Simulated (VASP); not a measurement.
# GaSb (F-43m) in VASP: a series of runs, part 3 of 3

VASP 6.6.1. Earlier steps stand in the parts before.

**5. Single point, r2SCAN (31.71 Å³/atom)**

This run uses another cell than the first one, of 31.71 Å³/atom.

The input, POSCAR:

```
GaSb
1.0
    0.0000000000      3.1651241010      3.1651241010
    3.1651241010      0.0000000000      3.1651241010
    3.1651241010      3.1651241010      0.0000000000
Ga Sb
1 1
Direct
    0.0000000000      0.0000000000      0.0000000000
    0.2500000000      0.2500000000      0.2500000000
```

The input, INCAR.step1:

```
PREC = Accurate
ENCUT = 520
ISMEAR = 0
SIGMA = 0.02
LREAL = False
LASPH = True
NELM = 80
NBANDS = 16
GGA = PE
ALGO = Normal
EDIFF = 1E-4
LWAVE = True
LCHARG = False
```

The input, INCAR.step2:

```
PREC = Accurate
ENCUT = 520
EDIFF = 1E-6
ISMEAR = 0
SIGMA = 0.02
LREAL = False
LASPH = True
NELM = 80
ALGO = Normal
ISIF = 2
LWAVE = False
LCHARG = False
METAGGA = R2SCAN
LMIXTAU = True
NBANDS = 16
ISTART = 1
```

The input, KPOINTS:

```
Automatic mesh
0
Gamma
  10 10 10
```

Potentials or basis: VASP PAW PBE potentials, release 64 (Ga_d, Sb).

The run is started by

```
cat potpaw_PBE.64/Ga_d/POTCAR potpaw_PBE.64/Sb/POTCAR > POTCAR
cp INCAR.step1 INCAR
mpirun -np 1 vasp_std > vasp.out
cp INCAR.step2 INCAR
mpirun -np 1 vasp_std > vasp.out
```

OUTCAR:

```text
PREC = Accurate
   ENCUT = 520
   EDIFF = 1E-6
   ISMEAR = 0
   LREAL = False
   LASPH = True
   NELM = 80
   ISIF = 2
   METAGGA = R2SCAN
   ISTART = 1

 ion  position               nearest neighbor table
   1  0.000  0.000  0.000-   2 2.74   2 2.74   2 2.74   2 2.74
   2  0.250  0.250  0.250-   1 2.74   1 2.74   1 2.74   1 2.74

  LATTYP: Found a face centered cubic cell.
 ALAT       =     6.3302482020

  Lattice vectors:

 A1 = (   0.0000000000,   3.1651241010,   3.1651241010)
 A2 = (   3.1651241010,   0.0000000000,   3.1651241010)
 A3 = (   3.1651241010,   3.1651241010,   0.0000000000)

Analysis of symmetry for initial positions (statically):
=====================================================================
 Subroutine PRICEL returns:
 Original cell was already a primitive cell.

 Routine SETGRP: Setting up the symmetry group for a
 face centered cubic supercell.

 Subroutine GETGRP returns: Found 24 space group operations
 (whereof 24 operations were pure point group operations)
 out of a pool of 48 trial point group operations.

The static configuration has the point symmetry T_d .

Analysis of symmetry for dynamics (positions and initial velocities):
=====================================================================
 Subroutine PRICEL returns:
 Original cell was already a primitive cell.

 Routine SETGRP: Setting up the symmetry group for a
 face centered cubic supercell.

 Subroutine GETGRP returns: Found 24 space group operations
 (whereof 24 operations were pure point group operations)
 out of a pool of 48 trial point group operations.

The dynamic configuration has the point symmetry T_d .

 Subroutine INISYM returns: Found 24 space group operations
 (whereof 24 operations are pure point group operations),
 and found     1 'primitive' translations

----------------------------------------------------------------------------------------

                                     Primitive cell

  volume of cell :      63.4165
[... 109 lines left out ...]
     AMIX_MAG =   1.60;   BMIX_MAG =  1.00
  volume/ion in A,a.u.               =      31.71       213.98
  Fermi-wavevector in a.u.,A,eV,Ry     =   1.075883  2.033124 15.749065  1.157524
  Thomas-Fermi vector in A             =   2.211752
   LORBIT       =      0    0 simple, 1 ext, 2 COOP (PROOUT), +10 PAW based schemes
   METAGGA = R2SCAN    functional components
   LHFCALC =     F    Hartree Fock is set to
   AEXX    =    0.0000 exact exchange contribution
   IVDW    =     0    specifies the selected vdW correction
   LEPSILON=     F    determine dielectric tensor
   LRPA    =     F    only Hartree local field effects (RPA)
 non-spin polarized calculation
 Gauss-broadening in eV      SIGMA  =   0.02
  energy-cutoff  :      520.00
  volume of cell :       63.42
 maximum number of plane-waves:      1735
 NGX is ok and might be reduce to    36
   NGX = 17   NGY = 17   NGZ = 17

 number of electron      18.0000008 magnetization

 Free energy of the ion-electron system (eV)
  ---------------------------------------------------
  ext. energy  EPLUGINS =         0.00000000
  ---------------------------------------------------
  free energy    TOTEN  =       -37.52788139 eV

  energy without entropy =      -37.52785054  energy(sigma->0) =      -37.52786597

 E-fermi :   3.6907     XC(G=0):  -9.2559

 val. band max:        3.6846618875   @ k =   0.0000   0.0000   0.0000
 cond. band min:       4.1438552850   @ k =   0.5000   0.0000   0.0000
 fundamental gap:      0.4591933975
 Fermi energy:         3.6907434801

 k-point     1 :       0.0000    0.0000    0.0000
  band No.  band energies     occupation
      1     -11.6432      2.00000
      2     -11.6432      2.00000
      3     -11.6431      2.00000
      4     -11.6008      2.00000
      5     -11.6008      2.00000
      6      -7.5553      2.00000
[... 433 lines left out ...]
      3     -11.6290      2.00000
      4     -11.6064      2.00000
      5     -11.5982      2.00000
      6      -6.0805      2.00000
[... 8 lines left out ...]
     15      14.2353      0.00000
     16      14.2531      0.00000

 [... further k-points ...]

------------------------ aborting loop because EDIFF is reached ----------------------------------------

  FORCE on cell =-STRESS in cart. coord.  units (eV):
  Direction    XX          YY          ZZ          XY          YZ          ZX
  --------------------------------------------------------------------------------------
  -------------------------------------------------------------------------------------
  Total       -1.5719957     -1.5719957     -1.5719957     -0.0000000      0.0000000      0.0000000
  in kB      -39.7154717    -39.7154717    -39.7154717     -0.0000000      0.0000000      0.0000000
  external PRESSURE =     -39.7154717 kB  Pullay stress =       0.0000000 kB

 VOLUME and BASIS-vectors are now :
 -----------------------------------------------------------------------------
  energy-cutoff  :      520.00
  volume of cell :       63.42
      direct lattice vectors                 reciprocal lattice vectors
     0.000000000  3.165124101  3.165124101    -0.157971689  0.157971689  0.157971689
     3.165124101  0.000000000  3.165124101     0.157971689 -0.157971689  0.157971689
     3.165124101  3.165124101  0.000000000     0.157971689  0.157971689 -0.157971689

 POSITION                                       TOTAL-FORCE (eV/Angst)
 -----------------------------------------------------------------------------------
      0.00000      0.00000      0.00000         0.000000      0.000000      0.000000
      1.58256      1.58256      1.58256        -0.000000     -0.000000     -0.000000
 -----------------------------------------------------------------------------------
    total drift:                                0.000005      0.000005      0.000005

  FREE ENERGIE OF THE ION-ELECTRON SYSTEM (eV)
  ---------------------------------------------------
  free  energy   TOTEN  =       -37.5278813919 eV

  energy  without entropy=      -37.5278505394  energy(sigma->0) =      -37.52786597
```

OUTCAR.step1:

```text
PREC = Accurate
   ENCUT = 520
   ISMEAR = 0
   LREAL = False
   LASPH = True
[... 678 lines left out ...]
      0.00000      0.00000      0.00000         0.000000      0.000000      0.000000
      1.58256      1.58256      1.58256        -0.000000     -0.000000     -0.000000
 -----------------------------------------------------------------------------------
    total drift:                                0.000001      0.000001      0.000001

  FREE ENERGIE OF THE ION-ELECTRON SYSTEM (eV)
  ---------------------------------------------------
  free  energy   TOTEN  =        -7.3482300808 eV

  energy  without entropy=       -7.3481992284  energy(sigma->0) =       -7.34821465
```

Wall time 2.5 min (1 thread of AMD EPYC 7R13 (Zen 3), shared host); peak memory 0.21 GiB.

What came out:

* Free energy: -37.5279 eV
* Pressure: -4.0 GPa
* Band gap on the k mesh: zero (filled and empty bands touch)

Levels at points of the mesh, in eV from the Fermi level:
```
           k point  band 5  band 6  band 7  band 8  band 9  band 10  band 11  band 12  band 13  band 14
(0.00, 0.00, 0.00)  -15.29  -11.25   -0.30   -0.01   -0.01    -0.01     3.00     3.00     3.00     6.19
(0.50, 0.00, 0.00)  -15.29   -9.78   -6.10   -1.06   -1.06     0.45     4.00     4.00     6.92     9.29
(0.50, 0.50, 0.00)  -15.29   -9.04   -6.59   -2.35   -2.35     1.19     1.65     8.57     8.57     9.90
```

Caveat: the cell stands under tension; semilocal functionals underestimate gaps, and a narrow one can read as zero; the PAW data sets were made with another functional, which shifts forces and pressure a little; spin-orbit coupling is left out, which moves the levels of the heavy elements.

**6. Summary**

| cell | gap on the mesh (eV) | pressure (GPa) |
| --- | --- | --- |
| a = 4.155 Å, angles 60.0°, 2 atoms | 0.88 | 9.4 |
| a = 4.202 Å, angles 60.0°, 2 atoms | 0.90 | 6.4 |
| a = 4.326 Å, angles 60.0°, 2 atoms | 0.45 | 0.5 |
| a = 4.476 Å, angles 60.0°, 2 atoms | none | -4.0 |

Alike in all rows: task single point; level r2SCAN; potentials or basis VASP PAW PBE potentials, release 64 (Ga_d, Sb); no spin polarisation; k mesh 10 × 10 × 10; cutoff (eV) 520; smearing gaussian 0.02 eV.

Caveats: the PAW data sets were made with another functional, which shifts forces and pressure a little; spin-orbit coupling is left out, which moves the levels of the heavy elements; the cell stands under pressure (at least some runs); semilocal functionals underestimate gaps, and a narrow one can read as zero (at least some runs); the cell stands under tension (at least some runs).

Absolute energies hang on the potentials; compare differences alone.

**7. Comparison with measurements**

Step 4. Against the measured gap of GaSb, 0.811 eV (direct; 4.2 K; a printed reference work, data compilation), the calculated 0.45 eV is off by -0.36 eV. Spin-orbit coupling on Ga, Sb is left out. The value is that of r2SCAN on a finite k mesh, which can miss the band edges, without temperature or zero-point motion.

The gap in the log of VASP goes by the Fermi energy; the results here count the filled bands.